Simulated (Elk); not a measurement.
The cell is the one relaxed in the Materials Project (mp-1059256), not relaxed further here; entries there can be hypothetical.

A run on Pr: DFT, PBEsol, all-electron APW+lo, Dirac cores, scalar-relativistic bands (Elk 11.2.3 with local patches). The input:

```
tasks
  0
  110
  115
  15

xctype
  22

rgkmax
  8.0

gmaxvr
  16.0

lmaxapw
  10

lmaxo
  7

lmaxi
  3

nrmtscf
  2.0

nempty
  8

epspot
  1e-06

epsengy
  1e-05

maxscl
  120

hmaxvr
  6.0

lradstp
  4

swidth
  0.003

reducebf
  0.5

spinpol
  .true.

tforce
  .true.

sppath
  './'

avec
  3.57799061636 -6.21283972979 0.00000000000
  3.57799061636 6.21283972979 0.00000000000
  0.00000000000 0.00000000000 11.24619858411

atoms
  1
  'Pr.in'
  2
  0.834638470000 0.165361530000 0.750000000000   0.000 0.000 -0.500
  0.165361530000 0.834638470000 0.250000000000   0.000 0.000 -0.500

ngridk
  9 9 5
```

Sphere radii set in the species files: Pr 2.80 bohr.

Total energy and RMS change of the potential by loop (first and last loops):

```csv
loop,E (Ha),RMS ΔV (Ha)
1,-18476.269054,–
2,-18474.373879,3.33e+00
3,-18464.821809,3.10e+00
4,-18512.040722,1.63e+00
5,-18444.654644,2.11e+00
113,-18478.700526,1.69e-04
114,-18478.701193,1.63e-04
115,-18478.697766,1.59e-04
116,-18478.699437,2.88e-04
117,-18478.710744,1.69e-03
118,-18478.693355,1.75e-04
119,-18478.702979,1.08e-03
120,-18478.696908,–
```

Messages:

```
Warning(occupy): not enough empty states for s.c. loop 2
Warning(occupy): not enough empty states for s.c. loop 3
[...]
Warning(occupy): not enough empty states for s.c. loop 119
Warning(occupy): not enough empty states for s.c. loop 120
```

Task: Can this result be used?

Result: No. The loop stopped after 120 iterations without meeting its targets.
